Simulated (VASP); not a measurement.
A run of VASP 6.6.1 is set up as follows.

File INCAR:

```
PREC = Accurate
ENCUT = 300
EDIFF = 1E-7
ISMEAR = 0
SIGMA = 0.1
LREAL = False
LASPH = True
NELM = 100
ALGO = Normal
ISIF = 3
LWAVE = False
LCHARG = False
GGA = PS
IBRION = 2
NSW = 90
EDIFFG = -0.005
```

File KPOINTS:

```
Automatic mesh
0
Gamma
  18 18 18
```

File POSCAR:

```
Au
1.0
   -1.6198059000      1.6198059000      1.6198059000
    1.6198059000     -1.6198059000      1.6198059000
    1.6198059000      1.6198059000     -1.6198059000
Au
1
Direct
    0.0000000000      0.0000000000      0.0000000000
```

Potentials or basis: VASP PAW PBE potentials, release 64 (Au).

Command:

```sh
$ cat potpaw_PBE.64/Au/POTCAR > POTCAR
$ mpirun -np 1 vasp_std > vasp.out
```

Task: What does it give for the relaxed volume?

Result: 16.94 Å³/atom.

Task: Predict the relaxed cell.

Result: a = 2.803 Å, b = 2.803 Å, c = 2.803 Å, α = 109.47°, β = 109.47°, γ = 109.47°.

Task: Estimate the band gap on the k mesh.

Result: None (metal or under the smearing width).

Task: Predict the space group after relaxing (to 0.05 Å).

Result: Im-3m (No. 229).

Final structure:
```yaml
crystal:
  lattice:
    - [-1.61803, 1.61803, 1.61803]
    - [1.61803, -1.61803, 1.61803]
    - [1.61803, 1.61803, -1.61803]
  atoms:
    - { symbol: Au, position: [0.00000, 0.00000, 0.00000] }
```

Caveat: the PAW data sets were made with another functional, which shifts forces and pressure a little. The run has no spin-orbit coupling, so splittings on Au are missing.
